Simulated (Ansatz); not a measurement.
**PbSe: band gap under strain**

How does strain move the band edges of PbSe (rocksalt), and do the functionals agree on it? States: +5.4 % strain along x alone; +2.3 % biaxial strain in x and y, z held; +4.0 % strain along [111] alone.

The runs shown are made with Ansatz 0.2.0. PAW datasets, plane waves. Calculated at 0 K for a non-magnetic cell.

**1. The structure to begin with**

The unstrained cell was relaxed with r2SCAN; in each strained cell the atoms were relaxed again with r2SCAN. Names of k-points are those of the unstrained zone, where strain can split equivalent points. First state: +5.4 % strain along x alone.

Space group I4/mmm (No. 139), tetragonal; conventional cell a = 4.368 Å, c = 6.513 Å, 31.07 Å³ an atom. Pb has 6 Se at 3.09–3.26 Å; Se has 6 Pb at 3.09–3.26 Å.

As a file:

```xyz
2
Lattice="0.0000 3.0887 3.0887 3.2564 0.0000 3.0887 3.2564 3.0887 0.0000" Properties=species:S:1:pos:R:3 pbc="T T T"
Pb    0.0000    0.0000    0.0000
Se    3.2564    3.0887    3.0887
```

**2. +5.4 % strain along x alone: PBE**

The input, input.yaml:

```yaml
crystal:
  lattice:
    - [0.0, 3.0887022202, 3.0887022202]
    - [3.2564187507, 0.0, 3.0887022202]
    - [3.2564187507, 3.0887022202, 0.0]
  atoms:
    - { symbol: Pb, position: [0.0, 0.0, 0.0] }
    - { symbol: Se, position: [0.5, 0.5, 0.5] }
kpoints:
  mp_grid: { grid: [8, 8, 8] }
  band_path:
    path:
      - [0.0, 0.0, 0.0]
      - [0.5, 0.0, 0.5]
      - [0.625, 0.25, 0.625]
      - [0.375, 0.375, 0.75]
      - [0.5, 0.5, 0.5]
      - [0.5, 0.25, 0.75]
      - [0.0, 0.0, 0.5]
    npoints: 1
hamiltonian:
  xc: pbe
scf:
  occupations: { method: fermi_dirac, width: 0.02 }
  n_extra_bands: 4
output:
  forces: true
  stress: true
  eigenvalues: true
```

Launch:

```console
$ ansatz run input.yaml --threads 4 --pin off --max-ram 3686MiB --backend cpu --events-out ev --progress --plain --runs-dir out
```

After this run come: +5.4 % strain along x alone: r2SCAN; +5.4 % strain along x alone: HSE06; +2.3 % biaxial strain in x and y, z held: PBE; +2.3 % biaxial strain in x and y, z held: r2SCAN; +2.3 % biaxial strain in x and y, z held: HSE06; +4.0 % strain along [111] alone: PBE; +4.0 % strain along [111] alone: r2SCAN; +4.0 % strain along [111] alone: HSE06.

Q: Predict the outcome of this session.

**Answer**, as computed:

Least gap in eV (negative: overlap):

```
                                   state   PBE  r2SCAN  HSE06
             +5.4 % strain along x alone  0.47    0.75   0.91
+2.3 % biaxial strain in x and y, z held  0.49    0.78   0.93
         +4.0 % strain along [111] alone  0.27    0.54   0.67
```

What this shows: Where both were run, the HSE06 gap lies +0.41 to +0.44 eV from PBE's, each on its own k points. In PBE the gap is least under +4.0 % strain along [111] alone (0.27 eV) and largest under +2.3 % biaxial strain in x and y, z held (0.49 eV). Spin-orbit coupling is left out of the table, though the cell holds Pb (Z = 82); in an element this heavy it can shift bands and gaps by tenths of an eV.
